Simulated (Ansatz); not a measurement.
PtSe2:

```
Pt Se
1.0
     3.28021   -2.01083    0.00000
     3.28021    2.01083    0.00000
    -0.00323    0.00000    4.62578
Pt Se
1 2
Direct
  0.00000 0.00000 0.00000
  0.68790 0.68790 0.28890
  0.31210 0.31210 0.71110
```

The cell was built by a generator and isn't the measured one.

A run of Ansatz 0.2.0 on this cell left the log below. Logs are shortened: lines on timing, memory, paths and dates and some standing lists are left out, and cuts for length are marked.

```text
Warning: RAYON_NUM_THREADS=2 ignored (pool sized by the plan → 2); use --threads N
Pt: projections on atomic orbitals take those of the free atom [Kr 4d10 4f14] 5s2 5p6 5d9 6s1, of charge +0.00 (hamiltonian.pseudopotentials.projection_atoms); the dataset's partial waves leave at most 9.1e-5 of an orbital's norm unspanned inside its sphere
Se: projections on atomic orbitals take those of the free atom [Ar] 3d10 4s2 4p4, of charge +0.00 (hamiltonian.pseudopotentials.projection_atoms); the dataset's partial waves leave at most 2.3e-6 of an orbital's norm unspanned inside its sphere
Engine: ansatz 0.2.0, aarch64-unknown-linux-gnu
Pseudopotentials: kind: paw
Pseudopotential: Pt, paw, valence charge 18, recommended cutoff 420 eV (normal), Pt.paw.azcp
Pseudopotential: Se, paw, valence charge 16, recommended cutoff 420 eV (normal), Se.paw.azcp
Functional definition: SPW92
  exchange = slater_x
  correlation = pw_c
Crystal: 3 atoms, lattice volume = 61.023 Å³
Basis set: ecut = 420 eV, 1203 PW (Γ)
Bands: 31, of which v1, the nominal top of the filled ones, is band 25 counted from 1 (24 counted from 0)
Symmetry: 4 space group operations
Space group: C2/m (ITA 12), of the structure as read, at distance tolerance 3.9e-5 Å
Magnetic group: BNS 12.58 (UNI 65), of the structure as read, at distance tolerance 3.9e-5 Å
k-points: 47 of 144
Non-local potential: Pt, projectors of the file, l = 0: 3, l = 1: 2, l = 2: 2, l = 3: 1
Non-local potential: Se, projectors of the file, l = 0: 2, l = 1: 2, l = 2: 3, l = 3: 1
PAW form: soft (Blöchl's): semilocal exchange-correlation on the pseudo side does not see the compensation charge
PAW frozen core: Pt, regenerated for the run's functional, and the local potential with it (the file was generated under x = pbe(κ = 0.804, μ = 0.2195149727645171), c = pbe(β = 0.06672455060314922))
PAW frozen core: Se, regenerated for the run's functional, and the local potential with it (the file was generated under x = pbe(κ = 0.804, μ = 0.2195149727645171), c = pbe(β = 0.06672455060314922))
PAW one-centre angular grid: Pt, 590 points (default); XC on 64 Gauss nodes
PAW one-centre angular grid: Se, 590 points (default); XC on 64 Gauss nodes
Initial density: superposition of atomic densities (chi_scale 0.1, normalization cell)
Starting moments: Σ|m| = 0.5 μB on 1 of 3 sites
[... 35 lines left out ...]
Harris-Foulkes:  -23010.536866 eV  (|F-HF|=4.00e-11)
Internal energy: -23010.535680 eV  (E = F + TS)
E sigma→0 (E₀):  -23010.536273 eV
Entropy (-TS):   -0.001186 eV (-0.395 meV/atom)
Fermi energy:    12.317973 eV
--- Per-component energies (eV) ---
  E_band       = -985.861655
  E_kinetic    = 874.047030
  E_local      = -6411.696793  (includes V_loc(G=0)·N_el)
  E_nonlocal   = -966.781205
  E_hartree    = 2952.429763
  E_xc         = -466.024300
  E_vxc        = -497.741733  (∫ρ·V_xc dr)
  E_hubbard    = 1.636574  (on-site DFT+U / exact-exchange correction)
  E_vhub       = -14.639952  (the Hubbard potential's part of the band-sum identity)
  E_paw        = -12834.824622  (= ΣΔE_a)
  E_vpaw       = 126.092261  (= ΣTr[D̂ρ^β])
  E_aug_tail   = -0.001032  (compensation charges beyond the density's cutoff)
  E_ewald      = -6164.219690
  E_core_change = 4.898594  (= ΣΔE_core)
  E_smearing   = -0.001186  (= −TS)
  E_closure    = -0.000000  (closes the sum)
  Σ components = -23010.536866   (vs F -23010.536866, Δ=0.00e0)
--- Forces (eV/Å), atoms counted from 1 ---
  atom   1  Pt     0.00000000     0.00000000     0.00000000
  atom   2  Se    -0.55699189     0.00000000    -0.77266386
  atom   3  Se     0.55699189     0.00000000     0.77266386
  max |Σ_I F_I| component: 1.11e-16 eV/Å
--- Stress (GPa, compression-positive) ---
       -5.561674       0.000000      -5.048337
        0.000000     -15.561904       0.000000
       -5.048337       0.000000      -6.606415
  P = ⅓ Tr σ = -9.2433 GPa (-92.433 kbar)
--- Band table (eV; the first three rows and the last of 94) ---
  k-point 0 ↑: bands = ["-85.5416", "-39.8939", "-39.6274", "-39.5655", "-36.2147", "-36.2100", "-36.2060", "-36.2007", "-36.1609", "-36.1597", "-36.1588", "-36.1580", "-36.1514", "-36.1398", "-2.8655", "0.4093", "5.5293", "6.3736", "6.6491", "8.1502", "8.2520", "9.6442", "11.3196", "12.1480", "12.1811", "13.0555", "13.3363", "16.1657", "16.2480", "18.8232", "21.2450"]
  k-point 1 ↑: bands = ["-85.5416", "-39.8940", "-39.6274", "-39.5656", "-36.2139", "-36.2101", "-36.2059", "-36.2014", "-36.1617", "-36.1597", "-36.1589", "-36.1571", "-36.1499", "-36.1414", "-2.5431", "-0.3091", "6.3421", "6.5136", "6.6917", "8.1160", "8.1818", "9.6557", "10.7897", "11.0554", "11.7332", "13.6835", "14.0189", "16.3916", "18.0115", "18.9055", "20.5467"]
  k-point 2 ↑: bands = ["-85.5417", "-39.8940", "-39.6274", "-39.5656", "-36.2131", "-36.2102", "-36.2058", "-36.2023", "-36.1623", "-36.1601", "-36.1584", "-36.1565", "-36.1469", "-36.1444", "-1.8418", "-1.3305", "6.6769", "6.7171", "7.2746", "8.1145", "8.1539", "9.8571", "10.1765", "10.2756", "10.8188", "14.4975", "14.6870", "17.6747", "18.9544", "19.1288", "19.5165"]
  k-point 46 ↓: bands = ["-85.5415", "-39.8984", "-39.6294", "-39.5668", "-36.2138", "-36.2098", "-36.2064", "-36.2012", "-36.1607", "-36.1592", "-36.1591", "-36.1571", "-36.1488", "-36.1431", "-1.4645", "-0.3745", "5.7039", "6.8238", "6.9100", "7.7214", "8.4234", "8.5071", "9.1789", "10.3994", "10.9249", "11.9330", "13.4302", "18.3677", "18.4903", "21.4684", "22.9536"]
Occupation matrices written to <dir>
```

**Question.** Write the input and the command behind it.

**Answer.** Single point with LDA+U, collinear spin, ferromagnetic start. The files as run (others can give the same):

input.yaml
```yaml
crystal:
  lattice:
    - [3.28020821, -2.01083288, 0.0]
    - [3.28020821, 2.01083288, 0.0]
    - [-0.00322941, 0.0, 4.62578143]
  atoms:
    - { symbol: Pt, position: [0.0, 0.0, 0.0], spin: 0.5 }
    - { symbol: Se, position: [0.6879, 0.6879, 0.2889] }
    - { symbol: Se, position: [0.3121, 0.3121, 0.7111] }
hamiltonian:
  xc: lda
  pseudopotentials: { kind: paw }
  hubbard: { sites: [{ species: Pt, l: d, u_eff: 4.0 }] }
magnetization:
  spin_polarized: true
kpoints:
  mp_grid: { grid: [6, 6, 4] }
scf:
  occupations: { method: gaussian, width: 0.05 }
output:
  forces: true
  stress: true
  eigenvalues: true
```

Potentials or basis: Ansatz PAW.
Run with:
```console
$ ansatz run input.yaml --threads 2 --pin off --max-ram 5632MiB --backend cpu --events-out ev --progress --plain --runs-dir out
```

Caveat: the magnetic or orbital state may not be the lowest; the PAW data sets come from PBE, with cores solved anew for the run's functional, which leaves a small shift of forces and pressure; the starting moments weren't kept.
